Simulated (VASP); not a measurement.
Input of a VASP 6.6.1 run:

Contents of INCAR:

```
SYSTEM = AlN
  PREC = Accurate
  ENCUT = 520
  EDIFF = 1E-7
  ISMEAR = 0
  SIGMA = 0.02
  LREAL = .False.
  LASPH = .True.
  NELM = 100
  ALGO = Normal
  ISIF = 2
  LWAVE = .False.
  LCHARG = .True.
  GGA = PE
  LELF = .True.
  LVHAR = .True.
  NBANDS = 16
```

KPOINTS

```
Automatic mesh
0
Gamma
  9 9 6
  0 0 0
```

POSCAR

```
AlN
1.0
    3.1130000000      0.0000000000      0.0000000000
   -1.5565000000      2.6959370820      0.0000000000
    0.0000000000      0.0000000000      4.9810000000
Al N
2 2
Direct
    0.3333333333      0.6666666667     -0.0010038872
    0.6666666667      0.3333333333      0.4989961128
    0.3333333333      0.6666666667      0.3810038872
    0.6666666667      0.3333333333      0.8810038872
```

Potentials or basis: VASP PAW PBE potentials, release 64 (Al, N).

The run is started by

```console
$ cat potpaw_PBE.64/Al/POTCAR potpaw_PBE.64/N/POTCAR > POTCAR
$ mpirun -np 1 vasp_std > vasp.out
```

(1) Predict the pressure.

(2) Predict the band gap on the k mesh.

Results:

(1) 3.4 GPa.

(2) 4.19 eV, direct.

Caveat: an odd mesh through Γ misses points on the zone boundary, where band edges often lie.
